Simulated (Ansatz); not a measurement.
The system is Nb.

```
Nb
1.0
    -1.66395    1.66395    1.66395
     1.66395   -1.66395    1.66395
     1.66395    1.66395   -1.66395
Nb
1
Direct
  0.00000 0.00000 0.00000
```

| Property | Result |
| --- | --- |
| Program | Ansatz 0.2.0 |
| Task | relaxation of cell and atoms |
| Functional | PBEsol |
| Dispersion | D4 |
| Potentials or basis | Ansatz PAW |
| Cutoff | 420 eV (not typed: the program's choice for these potentials) |
| k mesh | 11 × 11 × 11 |
| Occupations | fermi-dirac, width 0.05 eV |
| Spin | no spin polarisation |

At the start: volume 18.43 Å³/atom.

Question: How do energy, volume and symmetry change on relaxing?

Answer: It ends after 4 steps and the volume is 17.43 Å³/atom (-5.4 %); space group Im-3m (No. 229, to 0.05 Å).

The path:
```csv
step,energy change (eV),largest force (eV/Å),volume (Å³)
1,0.0000,0.0000,18.43
2,-0.0304,0.0000,17.51
3,-0.0307,0.0000,17.43
4,-0.0305,0.0000,17.43
```

Final structure:
```
CELL_PARAMETERS angstrom
-1.63322 1.63322 1.63322
1.63322 -1.63322 1.63322
1.63322 1.63322 -1.63322
ATOMIC_POSITIONS crystal
Nb 0.00000 0.00000 0.00000
```

Caveat: the plane-wave basis is chosen anew once the cell has moved, so the energies of steps on either side of that aren't comparable; the PAW data sets come from PBE, with cores solved anew for the run's functional, which leaves a small shift of forces and pressure.
